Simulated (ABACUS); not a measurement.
Runs of ABACUS 3.10.1 on Sb. Symmetry: R-3m, No. 166, trigonal system. Conventional cell: a = 4.308 Å, b = 4.308 Å, c = 11.274 Å, α = 90.00°, β = 90.00°, γ = 120.00°. Sb (site symmetry 3m) has 3 Sb at 2.91 Å as nearest neighbours. 

```csv
task,level,potentials or basis,spin,cell,k mesh,cutoff (eV),radial cutoff of the potentials (pseudo_rcut),SCF threshold on the density,eigensolver,mixing share,symmetry key,gap on the mesh (eV),pressure (GPa),largest force (eV/Å)
single point,PBE,"SSSP 1.3 efficiency PBE, plane waves",off,as given,6 × 6 × 6,748,10 bohr,1e-08,dav,0.7,1,none,2.8,0.08
single point,LDA,"GBRV ultrasoft 1.5 LDA, plane waves",off,as given,6 × 6 × 6,544,10 bohr,1e-08,dav,0.7,1,none,-1.0,0.06
single point,PBE,"PseudoDojo NC SR 0.4.1 PBE standard, TZDP LCAO (the cutoffs set its grid)",off,as given,8 × 8 × 8,1361,10 bohr,1e-07,genelpa,0.7,1,none,3.2,0.21
relaxation of cell and atoms,TM,"SG15 ONCV 1.2 PBE, plane waves",off,relaxed,5 × 5 × 5,1279,10 bohr,1e-08,dav,0.7,1,0.41,0.1,0.01
single point,PBE,"PseudoDojo NC SR 0.4.1 PBE standard, DZP LCAO (the cutoffs set its grid)",off,as given,8 × 8 × 8,1361,10 bohr,1e-07,genelpa,0.7,1,none,3.8,0.32
single point,r2SCAN,"SG15 ONCV 1.2 PBE, plane waves",off,as given,5 × 5 × 5,1279,7 bohr,1e-08,dav,0.7,1,(a),0.1,0.28
single point,TM,"SG15 ONCV 1.2 PBE, plane waves",off,as given,5 × 5 × 5,1279,10 bohr,1e-08,dav,0.7,1,(b),-1.0,0.03
```

Alike in all rows: smearing fermi-dirac 0.05 eV.

**Question.** Estimate the missing entries.

**Answer.** (a) 0.40; (b) 0.38.

Caveats: the potentials were made for another functional, which shifts forces and pressure (some runs); spin-orbit coupling is left out, which moves the levels of the heavy elements (some runs); an odd mesh through Γ misses points on the zone boundary, where band edges often lie (some runs); the atomic orbitals were generated for these runs and aren't a published set (some runs); the basis of atomic orbitals isn't converged, which shifts pressures, moduli and gaps (some runs).

A k mesh can miss the band edges, and the runs leave out spin-orbit coupling on Sb.

A gap of «none» marks a metal or a gap under the smearing width.

Not every run made on this cell is shown here.
